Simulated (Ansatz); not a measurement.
# Tc in Ansatz: convergence with xc grid

Input of the first run (xc grid 1); the others differ in this setting and in those tied to it:

The input input.yaml:

```yaml
crystal:
  lattice:
    - [0.0, 1.95, 1.95]
    - [1.95, 0.0, 1.95]
    - [1.95, 1.95, 0.0]
  atoms:
    - { symbol: Tc, position: [0.0, 0.0, 0.0] }
kpoints:
  mp_grid: { grid: [12, 12, 12] }
scf:
  occupations: { method: fermi_dirac, width: 0.05 }
hamiltonian:
  xc: pbe
  pseudopotentials: { kind: all_electron, lapw: { basis_error: 0.001 } }
output:
  forces: true
  stress: true
  eigenvalues: true
basis:
  xc_grid: 1
```

Potentials or basis: all-electron LAPW, scalar-relativistic.

Command:

```bash
$ ansatz run input.yaml --threads 1 --pin off --max-ram 3072MiB --backend cpu --events-out ev --progress --plain --runs-dir out
```

This isn't the form of Tc at room conditions, which is hcp.

Hardware: 1 thread of Arm Neoverse V2, with other jobs on the host.

| xc grid | energy less the tightest run, at zero smearing (meV/atom) | SCF cycles | CPU time (s) | peak memory (GiB) |
| --- | --- | --- | --- | --- |
| 1 | 0.00 | 6 | 4.3 | 0.26 |
| 2 | 0.00 | 6 | 4.5 | 0.26 |
| 3 | 0.00 | 6 | 4.7 | 0.26 |
| 4 | 0.00 | 6 | 4.7 | 0.26 |

Against the tightest run, the energy stays within 1 meV/atom from 1 on. The tightest run that finished is the yardstick and may itself not be fully converged.
